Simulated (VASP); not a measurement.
An input for Quantum ESPRESSO's pw.x (written as the equivalent of a VASP run, and not itself run):

```
&CONTROL
  calculation = 'scf'
  pseudo_dir = './pseudo'
  outdir = './out'
  tprnfor = .true.
  tstress = .true.
/
&SYSTEM
  ibrav = 0
  nat = 2
  ntyp = 2
  ecutwfc = 74
  occupations = 'smearing'
  smearing = 'gaussian'
  degauss = 0.003675
  input_dft = 'pbe'
/
&ELECTRONS
  conv_thr = 7.3e-08
  electron_maxstep = 100
/
ATOMIC_SPECIES
  Li 6.940 Li.upf
  I 126.904 I.upf
CELL_PARAMETERS angstrom
     0.0000000    3.0100000    3.0100000
     3.0100000    0.0000000    3.0100000
     3.0100000    3.0100000    0.0000000
ATOMIC_POSITIONS crystal
  Li   0.0000000  0.0000000  0.0000000
  I    0.5000000  0.5000000  0.5000000
K_POINTS automatic
  6 6 6 0 0 0
```

Problem. Write the VASP files for the same calculation (PBE).

Solution. One answer among several that fit: 
**KPOINTS**
```
Automatic mesh
0
Gamma
6 6 6
0 0 0
```

**POSCAR**
```
LiI
1
    0.0000000000     3.0100000000     3.0100000000
    3.0100000000     0.0000000000     3.0100000000
    3.0100000000     3.0100000000     0.0000000000
Li I
1 1
Direct
  0.0000000000   0.0000000000   0.0000000000
  0.5000000000   0.5000000000   0.5000000000
```

**INCAR**
```
SYSTEM = LiI
PREC = Accurate
ENCUT = 520
EDIFF = 1E-6
NELM = 100
ALGO = Normal
LREAL = .FALSE.
LASPH = .TRUE.
ISMEAR = 0
SIGMA = 0.05
GGA = PE
LMAXMIX = 4
LWAVE = .FALSE.
LCHARG = .FALSE.
ISIF = 2
```

POTCAR, in this order: Li_sv I (PBE.64 set). Program: vasp_std.

The two are equivalent in intent, not identical: the potentials are each code's own (VASP's PAW set, PseudoDojo norm-conserving files in pw.x), so ENCUT and ecutwfc are chosen apart and not converted; conv_thr bounds pw.x's estimated SCF error, while EDIFF bounds the energy change between steps.

The compound is LiI in the rock salt structure. The cell was not relaxed at this level.
